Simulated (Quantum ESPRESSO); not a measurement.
# Re under changes of volume

One of the cells (15.407 Å³/atom); the others are scaled copies at fixed shape and fractional positions:

```xyz
1
Lattice="0.0000 1.9750 1.9750 1.9750 0.0000 1.9750 1.9750 1.9750 0.0000" Properties=species:S:1:pos:R:3 pbc="T T T"
Re    0.0000    0.0000    0.0000
```

This isn't the form of Re at room conditions, which is hcp.

```yaml
Program: Quantum ESPRESSO 7.5
Functional: PBE
Potentials_or_basis: SSSP 1.3 efficiency PBE
Cutoff: 748 eV
Density_cutoff: 5987 eV
k_mesh: 12 × 12 × 12
Occupations: fermi-dirac, width 0.05 eV
Spin: no spin polarisation
```

```tsv
volume (Å³/atom)	energy over the lowest point (meV/atom)	pressure (GPa)
14.483	21.55	13.5
14.791	3.02	5.0
15.099	0.00	-2.7
15.407	10.94	-9.5
15.716	?	?
16.024	68.88	-21.0
16.332	113.29	-25.9
```

Problem. What does the run at 15.716 Å³/atom give?

Solution. Energy over the lowest point 34.36 meV/atom; pressure -15.6 GPa.

Worked out: A Birch-Murnaghan fit of order 3 (a polynomial in V^(-2/3)) to the other rows has its minimum at 15.01 Å³/atom with B0 = V·E''(V) = 364 GPa and B' = 4.5. It gives 34.38 meV/atom at 15.716 Å³/atom, against the run's 34.36, and -dE/dV = -15.2 GPa, against -15.6.

Energies are extrapolated to zero smearing.
